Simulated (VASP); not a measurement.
Wanted: the native input for a VASP 6.6.1 run.

| Quantity | Value |
| --- | --- |
| Task | relaxation of shape and atoms at fixed volume |
| Functional | LDA |
| Potentials or basis | VASP PAW LDA potentials, release 64 (Ge_d, S) |
| Cutoff | 600 eV |
| k mesh | 4 × 8 × 6 |
| Occupations | gaussian, width 0.03 eV |
| Spin | no spin polarisation |
| Further INCAR settings | ALGO = Normal; EDIFF = 1e-07; IBRION = 2; EDIFFG = -0.01; NSW = 40; ISIF = 4 |

The structure of GeS lies in POSCAR:

```
GeS                                     
1.0
   10.3182957886      0.0000000000      0.0000000000
    0.0000000000      3.6894819812      0.0000000000
    0.0000000000      0.0000000000      4.1457035412
  Ge              S             
     4     4
Direct
     0.1183034955716774    0.2500000000000000    0.1193033937112272
     0.3816965044283226    0.7500000000000000    0.6193033937112271
     0.6183034955716775    0.2500000000000000    0.3806966062887728
     0.8816965044283225    0.7500000000000000    0.8806966062887729
     0.8530662885565239    0.2500000000000000    0.4927784193500989
     0.6469337114434761    0.7500000000000000    0.9927784193500988
     0.3530662885565238    0.2500000000000000    0.0072215806499011
     0.1469337114434761    0.7500000000000000    0.5072215806499012
```

The cell isn't the ideal one: a relaxed cell with its volume scaled by 1.04.

The input as run:

INCAR

```
SYSTEM = GeS
ALGO     = Normal         ! electronic algorithm
EDIFF    = 1E-7           ! SCF threshold, eV
EDIFFG   = -0.01          ! ionic threshold
ENCUT    = 600            ! plane-wave cutoff, eV
IBRION   = 2              ! ionic algorithm
ISIF     = 4              ! what is computed and relaxed
ISMEAR   = 0              ! smearing method
KPAR     = 2            
LASPH    = .True.         ! aspherical terms in the spheres
LCHARG   = .False.        ! write CHGCAR
LREAL    = .False.        ! projectors in reciprocal space
LWAVE    = .False.        ! write WAVECAR
NELM     = 80             ! most SCF steps
NSW      = 40             ! ionic steps
PREC     = Accurate       ! precision mode
SIGMA    = 0.03           ! smearing width, eV
```

KPOINTS

```
k-points
0
Gamma
  4 8 6
  0 0 0
```

Potentials or basis: VASP PAW LDA potentials, release 64 (Ge_d, S).

Command:

```sh
$ cat potpaw_LDA.64/Ge_d/POTCAR potpaw_LDA.64/S/POTCAR > POTCAR
$ mpirun -np 2 vasp_std > vasp.out
```

Results of the run:

```
Energy gained by relaxing    : 3.0 meV/atom
Ionic steps                  : 5
Pressure after relaxing      : -1.5 GPa
Largest force after relaxing : 0.004 eV/Å
Band gap on the k mesh       : 0.87 eV, indirect (least direct gap 1.03 eV)
```

Wall time 5.7 min on 2 MPI ranks on Intel(R) Xeon(R) 6975P-C (Granite Rapids), on a shared host, peak memory 0.51 GiB a rank.
